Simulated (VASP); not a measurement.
Set up this calculation in VASP 6.6.1, as the native input.

| Quantity | Value |
| --- | --- |
| Task | relaxation of cell and atoms |
| Functional | PBE |
| Dispersion | D3(BJ) |
| Potentials or basis | VASP PAW PBE potentials, release 64 (Cd, O) |
| Cutoff | 520 eV |
| k mesh | 16 × 16 × 16 |
| Occupations | gaussian, width 0.1 eV |
| Spin | no spin polarisation |
| Target pressure | 112.5 GPa |
| Further INCAR settings | ALGO = Normal; EDIFF = 1e-07; IBRION = 2; EDIFFG = -0.002; NSW = 80; ISIF = 3 |
| Target pressure | 112.5 GPa |

The structure of CdO lies in POSCAR:

```
CdO                                     
1.0
   -0.0000000000      2.1072292048      2.1072292048
    2.1072292048      0.0000000000      2.1072292048
    2.1072292048      2.1072292048     -0.0000000000
  Cd              O             
     1     1
Direct
     0.0000000000000000    0.0000000000000000    0.0000000000000000
     0.5000000000000000    0.5000000000000000    0.5000000000000000
```

The input as run:

INCAR

```
ALGO = Normal ; EDIFF = 1E-7
EDIFFG = -0.002 ; ENCUT = 520
GGA = PE ; IBRION = 2
ISIF = 3 ; ISMEAR = 0
IVDW = 12 ; LASPH = T
LCHARG = F ; LREAL = F
LWAVE = F ; NELM = 100
NSW = 80 ; PREC = Accurate
PSTRESS = 1125.0 ; SIGMA = 0.1
```

KPOINTS

```
k-points
0
Gamma
  16 16 16
```

Potentials or basis: VASP PAW PBE potentials, release 64 (Cd, O).

Launch:

```bash
$ cat potpaw_PBE.64/Cd/POTCAR potpaw_PBE.64/O/POTCAR > POTCAR
$ mpirun -np 1 vasp_std > vasp.out
```

Results of the run:

```json
{
 "Energy change on relaxing (the enthalpy is what falls)": "-0.6 meV/atom",
 "Ionic steps": "3",
 "Pressure after relaxing": "112.5 GPa",
 "Band gap on the k mesh": "0.28 eV, indirect (least direct gap 3.38 eV)",
 "Dispersion energy per atom": "-0.409 eV"
}
```

Caveat: the cell is relaxed towards a set pressure, so the enthalpy falls and the energy may rise.

It took 68 s on 1 thread of Intel(R) Xeon(R) Platinum 8259CL CPU @ 2.50GHz (Skylake/Cascade Lake), with other jobs on the host, peak memory 0.18 GiB.
